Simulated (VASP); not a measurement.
# KTaO3 (Pm-3m) in VASP: further runs, part 2 of 2

VASP 6.6.1.

## (3) Relaxation of cell and atoms, PBEsol

INCAR

```
PREC = Accurate
ENCUT = 600
EDIFF = 1E-7
ISMEAR = 0
SIGMA = 0.03
LREAL = False
LASPH = True
NELM = 80
ALGO = Normal
ISIF = 3
LWAVE = False
LCHARG = False
GGA = PS
IBRION = 2
NSW = 90
EDIFFG = -0.005
KPAR = 2
```

KPOINTS

```
Automatic mesh
0
Gamma
  8 8 8
```

POSCAR

```
KTaO3                                   
1.0
    3.9890690789     -0.0000000000      0.0000000000
   -0.0000000000      3.9890690789     -0.0000000000
   -0.0000000000     -0.0000000000      3.9890690789
  K               Ta              O             
     1     1     3
Direct
     0.5000000000000000    0.5000000000000000    0.5000000000000000
     0.0000000000000000    0.0000000000000000    0.0000000000000000
     0.5000000000000000    0.0000000000000000    0.0000000000000000
     0.0000000000000000    0.5000000000000000    0.0000000000000000
     0.0000000000000000    0.0000000000000000    0.5000000000000000
```

Potentials or basis: VASP PAW PBE potentials, release 64 (K_sv, Ta_pv, O).

Started as:

```
$ cat potpaw_PBE.64/K_sv/POTCAR potpaw_PBE.64/Ta_pv/POTCAR potpaw_PBE.64/O/POTCAR > POTCAR
$ mpirun -np 2 vasp_std > vasp.out
```

OUTCAR:

```text
PREC = Accurate
   ENCUT = 600
   EDIFF = 1E-7
   ISMEAR = 0
   LREAL = False
   LASPH = True
   NELM = 80
   ISIF = 3
   GGA = PS
   IBRION = 2
   NSW = 90
   EDIFFG = -0.005

 ion  position               nearest neighbor table
   1  0.500  0.500  0.500-   3 2.82   4 2.82   5 2.82   3 2.82   4 2.82   3 2.82   5 2.82   3 2.82
                             4 2.82   5 2.82   4 2.82   5 2.82   2 3.45   2 3.45   2 3.45   2 3.45
   2  0.000  0.000  0.000-   3 1.99   4 1.99   5 1.99   5 1.99   4 1.99   3 1.99   1 3.45   1 3.45
                             1 3.45   1 3.45   1 3.45   1 3.45   1 3.45   1 3.45
   3  0.500  0.000  0.000-   2 1.99   2 1.99   1 2.82   1 2.82   1 2.82   1 2.82
   4  0.000  0.500  0.000-   2 1.99   2 1.99   1 2.82   1 2.82   1 2.82   1 2.82
   5  0.000  0.000  0.500-   2 1.99   2 1.99   1 2.82   1 2.82   1 2.82   1 2.82
[... 832 lines left out ...]
  Total        0.0047511      0.0047511      0.0047511     -0.0000000     -0.0000000     -0.0000000
  in kB        0.1199190      0.1199190      0.1199190     -0.0000000     -0.0000000     -0.0000000
  external PRESSURE =       0.1199190 kB  Pullay stress =       0.0000000 kB

 VOLUME and BASIS-vectors are now :
 -----------------------------------------------------------------------------
  energy-cutoff  :      600.00
  volume of cell :       63.48
      direct lattice vectors                 reciprocal lattice vectors
     3.989069079  0.000000000  0.000000000     0.250685055  0.000000000  0.000000000
     0.000000000  3.989069079  0.000000000     0.000000000  0.250685055  0.000000000
     0.000000000  0.000000000  3.989069079     0.000000000  0.000000000  0.250685055

 POSITION                                       TOTAL-FORCE (eV/Angst)
 -----------------------------------------------------------------------------------
      1.99453      1.99453      1.99453         0.000000      0.000000      0.000000
      0.00000      0.00000      0.00000         0.000000      0.000000      0.000000
      1.99453      0.00000      0.00000         0.000000      0.000000      0.000000
      0.00000      1.99453      0.00000         0.000000      0.000000      0.000000
      0.00000      0.00000      1.99453         0.000000      0.000000      0.000000
 -----------------------------------------------------------------------------------
    total drift:                                0.000000      0.000000     -0.000000

  FREE ENERGIE OF THE ION-ELECTRON SYSTEM (eV)
  ---------------------------------------------------
  free  energy   TOTEN  =       -42.9285264610 eV

  energy  without entropy=      -42.9285264610  energy(sigma->0) =      -42.92852646

 reached required accuracy - stopping structural energy minimisation
```

It took 11 s on 2 MPI ranks of Intel Xeon 6975P-C (Granite Rapids), shared host; peak memory 0.21 GiB.

Results:

| Quantity | Value |
| --- | --- |
| Free energy | -42.9285 eV |
| Pressure after relaxing | 0.0 GPa |
| Band gap on the k mesh | 2.09 eV, indirect (least direct gap 2.71 eV) |

Final structure:
```
K Ta O
1.0
     3.98907    0.00000    0.00000
     0.00000    3.98907    0.00000
     0.00000    0.00000    3.98907
K Ta O
1 1 3
Cartesian
  1.9945 1.9945 1.9945
  0.0000 0.0000 0.0000
  1.9945 0.0000 0.0000
  0.0000 1.9945 0.0000
  0.0000 0.0000 1.9945
```

Levels at points of the mesh, in eV from the valence-band top:
```tsv
k point	band 15	band 16	band 17	band 18	band 19	band 20	band 21	band 22	band 23
(0.00, 0.00, 0.00)	-1.07	-1.07	-0.62	-0.62	-0.62	2.09	2.09	2.09	6.44
(0.50, 0.00, 0.00)	-2.35	-2.18	-1.55	-0.85	-0.85	2.25	4.98	4.98	6.79
(0.50, 0.50, 0.00)	-2.88	-1.66	-1.45	-1.45	-0.04	5.02	5.02	6.31	7.63
(0.50, 0.50, 0.50)	-3.94	-3.94	0.00	0.00	0.00	6.45	6.45	6.45	8.80
```

Caveat: the relaxation stopped at its first step, so nothing moved; the PAW data sets were made with another functional, which shifts forces and pressure a little; spin-orbit coupling is left out, which moves the levels of the heavy elements. A k mesh can miss the band edges.
